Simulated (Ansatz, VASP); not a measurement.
# One calculation of MgSe3, two programs

```
Mg Se
1.0
     4.38278    0.00000    0.00000
     0.00000    4.38278    0.00000
     0.00000    0.00000    4.38278
Mg Se
1 3
Cartesian
  0.0000 0.0000 0.0000
  2.1914 0.0000 2.1914
  0.0000 2.1914 2.1914
  2.1914 2.1914 0.0000
```

Change from the starting cell: species swapped into the CeIn3 type (Pm-3m, No. 221).

Alike in both runs: functional PBE; k mesh 10 × 10 × 10; occupations gaussian, width 0.1 eV; no spin polarisation.

Ansatz relaxed the structure, and its values are those at the end. VASP's run is a single point on that final structure, the one shown.

```csv
,VASP,Ansatz
version,VASP 6.6.1,Ansatz 0.2.0
potentials or method,"VASP PAW PBE potentials, release 64 (Mg, Se)","scalar-relativistic, plane waves, PAW"
plane-wave cutoff (eV),520,420
valence electrons in the cell,20,58
```

VASP gave:

| Item | Value |
| --- | --- |
| gap on the k mesh at the Fermi level (eV) | none |
| pressure (GPa) | -0.1 |

Which values does Ansatz return?

gap on the k mesh at the Fermi level (eV): none; pressure (GPa): 0.0.

A gap of «none» marks a metal or a gap that the smearing closes. The two sets of potentials don't hold the same shells in valence.
